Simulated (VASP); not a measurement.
# Se (Im-3m) in VASP: notebook, part 2 of 2

VASP 6.6.1. Earlier steps stand in the parts before.

## 5. Relaxation of cell and atoms, PBEsol, target pressure 30 GPa, at which the enthalpy is minimised

Input file INCAR:

```
SYSTEM = Se
PREC = Accurate
ENCUT = 520
EDIFF = 1E-7
ISMEAR = 0
SIGMA = 1.0
LREAL = .False.
LASPH = .True.
NELM = 80
ALGO = Fast
ISIF = 3
LWAVE = .False.
LCHARG = .False.
GGA = PS
IBRION = 2
NSW = 80
EDIFFG = -0.002
PSTRESS = 300.0
```

Input file KPOINTS:

```
regular mesh
0
Gamma
  21 21 21
  0 0 0
```

Input file POSCAR:

```
Se                                      
1.0
    2.1102061360      1.2183283931      0.8614971049
   -2.1102061360      1.2183283931      0.8614971049
    0.0000000000     -2.4366567861      0.8614971049
  Se            
     1
Direct
     0.0000000000000000    0.0000000000000000    0.0000000000000000
```

Potentials or basis: VASP PAW PBE potentials, release 64 (Se).

Launch:

```sh
cat potpaw_PBE.64/Se/POTCAR > POTCAR
mpirun -np 1 vasp_std > vasp.out
```

OUTCAR:

```text
SYSTEM = Se
   PREC = Accurate
   ENCUT = 520
   EDIFF = 1E-7
   ISMEAR = 0
   LREAL = .False.
   LASPH = .True.
   NELM = 80
   ISIF = 3
   GGA = PS
   IBRION = 2
   NSW = 80
   EDIFFG = -0.002
   PSTRESS = 300.0

 ion  position               nearest neighbor table
   1  0.000  0.000  0.000-

  LATTYP: Found a body centered cubic cell.
 ALAT       =     2.9842857932

  Lattice vectors:

 A1 = (   2.1102061360,   1.2183283931,   0.8614971049)
 A2 = (  -2.1102061360,   1.2183283931,   0.8614971049)
 A3 = (   0.0000000000,  -2.4366567861,   0.8614971049)

Analysis of symmetry for initial positions (statically):
=====================================================================
 Subroutine PRICEL returns:
 Original cell was already a primitive cell.

 Routine SETGRP: Setting up the symmetry group for a
 body centered cubic supercell.

 Subroutine GETGRP returns: Found 48 space group operations
 (whereof 48 operations were pure point group operations)
 out of a pool of 48 trial point group operations.

The static configuration has the point symmetry O_h .

Analysis of symmetry for dynamics (positions and initial velocities):
[... 138 lines left out ...]
   LEPSILON=     F    determine dielectric tensor
   LRPA    =     F    only Hartree local field effects (RPA)
 conjugate gradient relaxation of ions
 non-spin polarized calculation
 RMM-DIIS sequential band-by-band and
 Gauss-broadening in eV      SIGMA  =   1.00
  energy-cutoff  :      520.00
  volume of cell :       13.29
 maximum number of plane-waves:       370
   NGX =  9   NGY =  9   NGZ =  9

--------------------------------------- Ionic step        1  -------------------------------------------

 number of electron       6.0000003 magnetization

 Free energy of the ion-electron system (eV)
  ---------------------------------------------------
  ext. energy  EPLUGINS =         0.00000000
  ---------------------------------------------------
  free energy    TOTEN  =        -2.52398529 eV

  energy without entropy =       -2.30407292  energy(sigma->0) =       -2.41402910

 E-fermi :  11.7591     XC(G=0): -12.7203

 val. band max:       11.7584582841   @ k =  -0.3333   0.3810   0.0476
 cond. band min:      11.7728698832   @ k =   0.4286   0.0476  -0.0000
 fundamental gap:      0.0144115990
 Fermi energy:        11.7590863662
[... 595 lines left out ...]
  energy  without entropy=       -3.0442072972  energy(sigma->0) =       -3.17843751

  enthalpy is  TOTEN    =        -0.3252613565 eV   P V=        2.9874063760

[... ionic steps 4 to 16 ...]

--------------------------------------- Ionic step       17  -------------------------------------------

 number of electron       6.0000007 magnetization

------------------------ aborting loop because EDIFF is reached ----------------------------------------
[... 69 lines left out ...]
--------------------------------------- Ionic step       19  -------------------------------------------

 number of electron       6.0000007 magnetization

 Free energy of the ion-electron system (eV)
  ---------------------------------------------------
  ext. energy  EPLUGINS =         0.00000000
  ---------------------------------------------------
  free energy    TOTEN  =        -3.26246786 eV

  energy without entropy =       -2.99962844  energy(sigma->0) =       -3.13104815

 E-fermi :   9.0227     XC(G=0): -11.9276

 val. band max:        9.0130318651   @ k =  -0.4286   0.4762   0.1905
 cond. band min:       9.0280143281   @ k =  -0.3333   0.3810   0.0476
 fundamental gap:      0.0149824630
 Fermi energy:         9.0226523662
[... 272 lines left out ...]
  energy  without entropy=       -2.9996284417  energy(sigma->0) =       -3.13104815

  enthalpy is  TOTEN    =        -0.3284738900 eV   P V=        2.9339939661

 reached required accuracy - stopping structural energy minimisation
```

CONTCAR:

```text
Se
   1.00000000000000
     2.2293272100162569    1.2871035183540969    0.9101437673363986
    -2.2293272100162569    1.2871035183540969    0.9101437673363986
    -0.0000000000000000   -2.5742070365187693    0.9101437672179175
  Se
     1
Direct
     0.0000000000000000    0.0000000000000000    0.0000000000000000

  0.00000000E+00  0.00000000E+00  0.00000000E+00
```

It took 2.5 min on 1 thread of Intel Xeon Platinum 8559C (Emerald Rapids), shared host; peak memory 0.15 GiB.

What came out:

| Item | Value |
| --- | --- |
| Free energy | -3.2625 eV |
| Relaxed volume | 15.67 Å³/atom |
| Relaxed cell | a = 2.730 Å, b = 2.730 Å, c = 2.730 Å, α = 109.47°, β = 109.47°, γ = 109.47° |
| Space group after relaxing (to 0.05 Å) | Im-3m (No. 229) |
| Energy change on relaxing (the enthalpy is what falls) | -738.5 meV/atom |
| Ionic steps | 19 |
| Pressure after relaxing | 30.0 GPa |
| Band gap on the k mesh | none (metal or under the smearing width) |

The path:
| step | energy change (eV) | largest force (eV/Å) | pressure (GPa) | volume (Å³) |
| --- | --- | --- | --- | --- |
| 1 | 0.0000 | 0.0000 | 75.00 | 13.29 |
| 2 | -0.9979 | 0.0000 | -6.06 | 21.84 |
| 3 | -0.7887 | 0.0000 | 26.51 | 15.95 |
| 4 | -0.7468 | 0.0000 | 29.41 | 15.71 |
| 5 | -0.7373 | 0.0000 | 30.07 | 15.66 |
| 6 | -0.7373 | 0.0000 | 30.07 | 15.66 |
| 7 | -0.7374 | 0.0000 | 30.07 | 15.66 |
| 8 | -0.7374 | 0.0000 | 30.07 | 15.66 |
| 9 | -0.7374 | 0.0000 | 30.07 | 15.66 |
| 10 | -0.7374 | 0.0000 | 30.07 | 15.66 |
| 11 | -0.7374 | 0.0000 | 30.07 | 15.66 |
| 12 | -0.7374 | 0.0000 | 30.07 | 15.66 |
| 13 | -0.7374 | 0.0000 | 30.07 | 15.66 |
| 14 | -0.7374 | 0.0000 | 30.06 | 15.66 |
| 15 | -0.7374 | 0.0000 | 30.06 | 15.66 |
| 16 | -0.7375 | 0.0000 | 30.06 | 15.66 |
| 17 | -0.7376 | 0.0000 | 30.05 | 15.66 |
| 18 | -0.7379 | 0.0000 | 30.03 | 15.67 |
| 19 | -0.7385 | 0.0000 | 29.99 | 15.67 |

Final structure:
```yaml
crystal:
  lattice:
    - [2.22933, 1.28710, 0.91014]
    - [-2.22933, 1.28710, 0.91014]
    - [0.00000, -2.57421, 0.91014]
  atoms:
    - { symbol: Se, position: [0.00000, 0.00000, 0.00000] }
```

Caveat: the cell is relaxed towards a set pressure, so the enthalpy falls and the energy may rise; the volume moved by over 15 % at a fixed basis, so the end points are rough; the PAW data sets were made with another functional, which shifts forces and pressure a little. Zero-point motion and thermal expansion aren't in these numbers.

## 6. Relaxation of cell and atoms, PBEsol, target pressure 250 GPa, at which the enthalpy is minimised

This run uses another cell than the first one, of 10.70 Å³/atom, 0.805 times its volume.

INCAR: that of step 5 with these lines changed.

```diff
@@ -17,2 +17,2 @@
 EDIFFG = -0.002
-PSTRESS = 300.0
+PSTRESS = 2500
```

KPOINTS is that of step 5.

Input file POSCAR:

```
Se                                      
1.0
    1.9633569528      1.1335450830      0.8013997916
   -1.9633569528      1.1335450830      0.8013997916
    0.0000000000     -2.2670901659      0.8013997916
  Se            
     1
Direct
     0.0000000000000000    0.0000000000000000    0.0000000000000000
```

Potentials or basis: VASP PAW PBE potentials, release 64 (Se).

Launch:

```sh
cat potpaw_PBE.64/Se/POTCAR > POTCAR
mpirun -np 1 vasp_std > vasp.out
```

OUTCAR:

```text
SYSTEM = Se
   PREC = Accurate
   ENCUT = 520
   EDIFF = 1E-7
   ISMEAR = 0
   LREAL = .False.
   LASPH = .True.
   NELM = 80
   ISIF = 3
   GGA = PS
   IBRION = 2
   NSW = 80
   EDIFFG = -0.002
   PSTRESS = 2500

 ion  position               nearest neighbor table
   1  0.000  0.000  0.000-

  LATTYP: Found a trigonal (rhomboedric) cell.
 ALAT       =     2.4045657831
 COS(alpha) =    -0.3333838772

  Lattice vectors:

 A1 = (   1.9633569528,   1.1335450830,   0.8013997916)
 A2 = (  -1.9633569528,   1.1335450830,   0.8013997916)
 A3 = (   0.0000000000,  -2.2670901659,   0.8013997916)

Analysis of symmetry for initial positions (statically):
=====================================================================
 Subroutine PRICEL returns:
 Original cell was already a primitive cell.

 Routine SETGRP: Setting up the symmetry group for a
 trigonal (rhombohedral) supercell.

 Subroutine GETGRP returns: Found 12 space group operations
 (whereof 12 operations were pure point group operations)
 out of a pool of 12 trial point group operations.

The static configuration has the point symmetry D_3d.

Analysis of symmetry for dynamics (positions and initial velocities):
[... 273 lines left out ...]

 number of electron       5.9999995 magnetization

------------------------ aborting loop because EDIFF is reached ----------------------------------------
[... 69 lines left out ...]
--------------------------------------- Ionic step       21  -------------------------------------------

 number of electron       5.9999994 magnetization

 Free energy of the ion-electron system (eV)
  ---------------------------------------------------
  ext. energy  EPLUGINS =         0.00000000
  ---------------------------------------------------
  free energy    TOTEN  =         0.54781409 eV

  energy without entropy =        0.72373258  energy(sigma->0) =        0.63577333

 E-fermi :  17.6264     XC(G=0): -14.1972

 val. band max:       17.5982290991   @ k =   0.4762   0.4762   0.4762
 cond. band min:      17.6288161272   @ k =  -0.0952   0.3810   0.0476
 fundamental gap:      0.0305870281
 Fermi energy:        17.6264100165

 k-point     1 :       0.0000    0.0000    0.0000
  band No.  band energies     occupation
      1      -8.4473      2.00000
      2      26.5622      0.00000
      3      26.5624      0.00000
      4      26.5641      0.00000
      5      32.1242      0.00000
      6      32.1251      0.00000
      7      32.1253      0.00000
[... 221 lines left out ...]
 k-point    24 :      -0.3810    0.0476    0.0000
  band No.  band energies     occupation
      1      -3.1097      2.00000
      2       8.7169      2.00000
      3      18.6477      0.14866
      4      21.7951      0.00000
      5      26.1972      0.00000
      6      27.5628      0.00000
      7      36.4774      0.00000

 [... further k-points ...]

------------------------ aborting loop because EDIFF is reached ----------------------------------------

  FORCE on cell =-STRESS in cart. coord.  units (eV):
  Direction    XX          YY          ZZ          XY          YZ          ZX
  --------------------------------------------------------------------------------------
  -------------------------------------------------------------------------------------
  Total       15.4472865     15.4475184     15.4481102     -0.0000000      0.0000000      0.0000000
  in kB     2500.0946732   2500.1322109   2500.2279920     -0.0000000      0.0000021      0.0000000
  external PRESSURE =       0.1516254 kB  Pullay stress =    2500.0000000 kB
[... 20 lines left out ...]
  energy  without entropy=        0.7237325759  energy(sigma->0) =        0.63577333

  enthalpy is  TOTEN    =        15.9945156330 eV   P V=       15.4467015452

 reached required accuracy - stopping structural energy minimisation
```

OSZICAR:

```text
N       E                     dE             d eps       ncg     rms          rms(c)
DAV:   1     0.109046709029E+02    0.10905E+02   -0.34933E+03 12908   0.790E+02
DAV:   2    -0.493587104579E+00   -0.11398E+02   -0.10848E+02 17654   0.851E+01
DAV:   3    -0.579922910693E+00   -0.86336E-01   -0.85481E-01 14588   0.827E+00
DAV:   4    -0.579952891264E+00   -0.29981E-04   -0.29980E-04 19509   0.154E-01
[... 111 lines left out ...]
       N       E                     dE             d eps       ncg     rms          rms(c)
DAV:   1     0.547813831067E+00    0.66567E-05   -0.12961E-05 15106   0.240E-02    0.206E-03
RMM:   2     0.547813968224E+00    0.13716E-06   -0.20464E-07  8924   0.451E-03    0.105E-03
RMM:   3     0.547814082981E+00    0.11476E-06   -0.47787E-08  6590   0.185E-03    0.930E-05
RMM:   4     0.547814087821E+00    0.48392E-08   -0.55805E-10  3700   0.452E-04
  21 F= 0.15994516E+02 E0= 0.16082475E+02  d E =0.650144E-04
```

CONTCAR:

```text
Se
   1.00000000000000
     1.9129482485563487    1.1044494778865610    0.7809190256734863
    -1.9129482485563487    1.1044494778865610    0.7809190256734858
     0.0000000000000003   -2.2088989547319198    0.7809190243392367
  Se
     1
Direct
     0.0000000000000000    0.0000000000000000    0.0000000000000000

  0.00000000E+00  0.00000000E+00  0.00000000E+00
```

Wall time 5.3 min (1 thread of Intel Xeon Platinum 8559C (Emerald Rapids), shared host); peak memory 0.2 GiB.

Results:

```yaml
Free_energy: 0.5478 eV
Relaxed_volume: 9.90 Å³/atom
Relaxed_cell: a = 2.343 Å, b = 2.343 Å, c = 2.343 Å, α = 109.47°, β = 109.47°, γ = 109.47°
Space_group_after_relaxing_to_0.05_Å: Im-3m (No. 229)
Energy_change_on_relaxing_the_enthalpy_is_what_falls: +1087.0 meV/atom
Ionic_steps: 21
Pressure_after_relaxing: 250.0 GPa
Band_gap_on_the_k_mesh: none (metal or under the smearing width)
```

Step by step:
```tsv
step	energy change (eV)	largest force (eV/Å)	pressure (GPa)	volume (Å³)
1	0.0000	0.0000	187.49	10.70
2	20.8916	0.0000	1727.57	5.45
3	0.7971	0.0000	233.20	10.09
4	0.9686	0.0000	243.14	9.98
5	1.0872	0.0000	250.03	9.90
6	1.0628	0.0000	248.62	9.91
7	1.0661	0.0000	248.80	9.91
8	1.0758	0.0000	249.37	9.91
9	1.0762	0.0000	249.39	9.91
10	1.0775	0.0000	249.45	9.91
11	1.0800	0.0000	249.58	9.90
12	1.0850	0.0000	249.90	9.90
13	1.0867	0.0000	249.98	9.90
14	1.0872	0.0000	250.03	9.90
15	1.0870	0.0000	250.02	9.90
16	1.0870	0.0000	250.02	9.90
17	1.0870	0.0000	250.02	9.90
18	1.0870	0.0000	250.02	9.90
19	1.0870	0.0000	250.02	9.90
20	1.0870	0.0000	250.01	9.90
21	1.0870	0.0000	250.02	9.90
```

Final structure:
```
Se
1.0
     1.91295    1.10445    0.78092
    -1.91295    1.10445    0.78092
     0.00000   -2.20890    0.78092
Se
1
Direct
  0.00000 0.00000 0.00000
```

Caveat: the cell is relaxed towards a set pressure, so the enthalpy falls and the energy may rise; the PAW data sets were made with another functional, which shifts forces and pressure a little.

## 7. Relaxation of cell and atoms, PBEsol, target pressure 250 GPa, at which the enthalpy is minimised

This run uses another cell than the first one, of 9.90 Å³/atom, 0.745 times its volume.

INCAR is that of step 6.

KPOINTS is that of step 6.

Input file POSCAR:

```
Se                                      
1.0
    1.9129482486      1.1044494779      0.7809190257
   -1.9129482486      1.1044494779      0.7809190257
    0.0000000000     -2.2088989547      0.7809190243
  Se            
     1
Direct
     0.0000000000000000    0.0000000000000000    0.0000000000000000
```

Launch:

```sh
cat potpaw_PBE.64/Se/POTCAR > POTCAR
mpirun -np 1 vasp_std > vasp.out
```

Wall time 47 s (1 thread of Intel Xeon Platinum 8559C (Emerald Rapids), shared host); peak memory 0.17 GiB.

The run converged. Its results:

- Free energy: 0.5480 eV
- Pressure after relaxing: 250.0 GPa
- Band gap on the k mesh: none (metal or under the smearing width)

Final structure:
```
CELL_PARAMETERS angstrom
1.91295 1.10445 0.78092
-1.91295 1.10445 0.78092
0.00000 -2.20890 0.78092
ATOMIC_POSITIONS crystal
Se 0.00000 0.00000 0.00000
```

Levels at points of the mesh, in eV from the Fermi level:
```tsv
k point	band 1	band 2	band 3	band 4	band 5	band 6	band 7
(0.00, 0.00, 0.00)	-26.07	8.94	8.94	8.94	14.50	14.50	14.50
```

Caveat: the relaxation stopped at its first step, so nothing moved; the cell is relaxed towards a set pressure, so the enthalpy falls and the energy may rise; the PAW data sets were made with another functional, which shifts forces and pressure a little.

## 8. The runs side by side

| cell | target pressure | gap on the mesh (eV) | pressure (GPa) |
| --- | --- | --- | --- |
| relaxed to 75 GPa | 75 GPa | none | 75.0 |
| relaxed to 187.5 GPa | 187.5 GPa | none | 187.5 |
| relaxed to 30 GPa | 30 GPa | none | 30.0 |
| relaxed to 250 GPa | 250 GPa | none | 250.0 |

Alike in all rows: task relaxation of cell and atoms; level PBEsol; potentials or basis VASP PAW PBE potentials, release 64 (Se); no spin polarisation; k mesh 21 × 21 × 21; cutoff (eV) 520; smearing gaussian 1 eV.

Caveats: the cell is relaxed towards a set pressure, so the enthalpy falls and the energy may rise; the PAW data sets were made with another functional, which shifts forces and pressure a little; the relaxation stopped at its first step, so nothing moved (some runs); the volume moved by over 15 % at a fixed basis, so the end points are rough (some runs).

Absolute energies hang on the potentials; compare differences alone.
